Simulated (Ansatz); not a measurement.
**Vanadium, diamond under PBE: from relaxation to bulk modulus**

What does PBE give for vanadium in the diamond structure? We relax it, solve it on a dense k-mesh, switch on spin-orbit coupling, then scale the cell to 7 volumes from 88 to 112 % of the relaxed one and try a fit of the equation of state. The k-meshes are 10×10×10 for the relaxation; 17×17×17 for the dense run; 10×10×10 for spin-orbit coupling; 17×17×17 for the volumes.

This is V in the diamond structure; at room conditions it is bcc.

Program: Ansatz 0.2.0. Level of theory: DFT PBE, plane waves (420 eV) with PAW, scalar-relativistic. These are calculated values, not measurements.

## Step 1: The structure to begin with

Symmetry: Fd-3m, No. 227, cubic system. The conventional cell has a = 5.305 Å, b = 5.305 Å, c = 5.305 Å, α = 90.00°, β = 90.00°, γ = 90.00°. Around V (site symmetry -43m) lie 4 V at 2.30 Å.

Structure file:

```
V
1.0
     0.00000    2.65267    2.65267
     2.65267    0.00000    2.65267
     2.65267    2.65267    0.00000
V
2
Direct
  0.12500 0.12500 0.12500
  0.87500 0.87500 0.87500
```

## Step 2: Relaxation of the cell

input.yaml reads:

```yaml
crystal:
  lattice:
    - [0.0, 2.6526688921, 2.6526688921]
    - [2.6526688921, 0.0, 2.6526688921]
    - [2.6526688921, 2.6526688921, 0.0]
  atoms:
    - { symbol: V, position: [0.125, 0.125, 0.125] }
    - { symbol: V, position: [0.875, 0.875, 0.875] }
hamiltonian:
  xc: pbe
  pseudopotentials:
    kind: paw
    azcp:
      V: "pseudopotentials/V.paw.azcp"
basis:
  ecutwfc: 420
  fft_grid_basis: typed
kpoints:
  mp_grid: { grid: [10, 10, 10], shift: [0, 0, 0] }
magnetization:
  spin_polarized: false
scf:
  occupations: { method: fermi_dirac, width: 0.1 }
relax:
  max_steps: 60
  f_tol: 0.01
  cell: {}
```

Further steps of the session: Single point on a dense mesh; A two-component run at the same geometry; The cell scaled to 88 % of its volume; The cell scaled to 92 % of its volume; The cell scaled to 96 % of its volume; The cell scaled to 100 % of its volume; The cell scaled to 104 % of its volume; The cell scaled to 108 % of its volume; The cell scaled to 112 % of its volume.

Q: Predict the outcome of this session. Wanted: space group; conventional cell; volume; shortest distance; gap on the mesh; relative to bcc; V₀, B₀, B₀′.

**Answer**, as computed:

```
                      quantity                         value
space group (spins left aside)               Fd-3m (No. 227)
             conventional cell                   a = 5.314 Å
                        volume                18.753 Å³/atom
             shortest distance                       2.301 Å
               gap on the mesh  none (levels filled in part)
               relative to bcc                +2400 meV/atom
                   V₀, B₀, B₀′   18.566 Å³/atom, 65 GPa, 4.1
```

What this shows: The relaxation enlarged the cell by 0.5 % in volume. Against the reference form of vanadium (bcc, computed apart with the same settings) it stands 2400 meV/atom higher, so it is far from stable. No gap shows: it is a metal or semimetal at this level. The total energy of the spin-orbit run (on a coarser mesh) lies -92 meV/atom from the scalar one; mesh and treatment of the core enter this figure, so it is no spin-orbit energy. B₀ comes out at 65 GPa. Relaxation kept the symmetry; phonons were not checked.
